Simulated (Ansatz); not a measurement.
Computed with Ansatz 0.2.0, DFT, RPBE, plane waves (420 eV) with PAW, scalar-relativistic. (PAW data from PBE, frozen cores regenerated.)

An element in the simple cubic structure gives this curve. The cell is scaled uniformly from the relaxed one, with fractional coordinates and shape fixed. Energies are extrapolated to zero smearing, pressures are those at the given smearing. Magnetic state: spin not included.

```tsv
V (Å³/atom)	E − E₀ (meV/atom)	P (GPa)
29.666	85.5	7.85
31.015	34.1	4.58
32.363	7.3	1.99
33.712	0.0	-0.05
35.060	8.0	-1.65
36.408	28.0	-2.91
37.757	57.5	-3.90
```

Problem. Which element is it?
A. tellurium
B. bismuth
C. tin
D. indium

Solution. A. Its fit is V₀ = 33.63 Å³/atom, B₀ = 46 GPa, B₀′ = 4.9.
